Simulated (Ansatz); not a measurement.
# SiC: the cost of one run

Computed with Ansatz 0.2.0 (DFT PBEsol, scalar-relativistic, plane waves, PAW, unless a step's input says otherwise).

### Step 1. The starting structure

Symmetry: P6_3mc, No. 186, hexagonal system. The conventional cell has a = 3.076 Å, b = 3.076 Å, c = 10.071 Å, α = 90.00°, β = 90.00°, γ = 120.00°. Si (site symmetry 3m) has 4 C at 1.88 to 1.89 Å as nearest neighbours. C (site symmetry 3m) has 4 Si at 1.88 to 1.89 Å as nearest neighbours.

As a file:

```
Si C
1.0
     3.07569    0.00000    0.00000
    -1.53785    2.66363    0.00000
     0.00000    0.00000   10.07065
Si C
4 4
Cartesian
  1.5378 0.8879 9.4447
  0.0000 1.7758 4.4094
  0.0000 0.0000 6.9275
  0.0000 0.0000 1.8922
  1.5378 0.8879 7.5510
  0.0000 1.7758 2.5157
  0.0000 0.0000 5.0400
  0.0000 0.0000 0.0046
```

The structure comes from the Materials Project (structure only).

(A quick probe on a coarse mesh, which set the mesh and smearing, is not shown.)

### Step 3. Full relaxation

Contents of input.yaml:

```yaml
crystal:
  lattice:
    - [3.07569415, 0.0, 0.0]
    - [-1.53784707, 2.66362927, 0.0]
    - [0.0, 0.0, 10.07064648]
  atoms:
    - { symbol: Si, position: [0.66666667, 0.33333333, 0.93784198] }
    - { symbol: Si, position: [0.33333333, 0.66666667, 0.43784198] }
    - { symbol: Si, position: [0.0, 0.0, 0.68789438] }
    - { symbol: Si, position: [0.0, 0.0, 0.18789438] }
    - { symbol: C, position: [0.66666667, 0.33333333, 0.74980259] }
    - { symbol: C, position: [0.33333333, 0.66666667, 0.24980259] }
    - { symbol: C, position: [0.0, 0.0, 0.50046005] }
    - { symbol: C, position: [0.0, 0.0, 0.00046005] }
basis:
  ecutwfc: 420
kpoints:
  mp_grid: { grid: [12, 12, 4] }
hamiltonian:
  xc: pbesol
scf:
  occupations: { method: gaussian, width: 0.02 }
output:
  forces: true
  stress: true
  eigenvalues: true
  write_density: true
  write_potential: true
  elf: true
  volumetric_format: npy
relax:
  adjacent_minimum: "off"
  f_tol: 0.005
  max_steps: 80
  cell: { stress_tol: 0.05 }
```

Started as:

```console
ansatz run input.yaml --threads 4 --pin off --max-ram 8192MiB --backend cpu --events-out ev --progress --plain --runs-dir out
```

Q: Estimate wall time and peak memory on 4 threads of Intel Xeon at 2.50GHz (Skylake/Cascade Lake), shared host.

About 28 s, with a peak of 0.46 GiB.
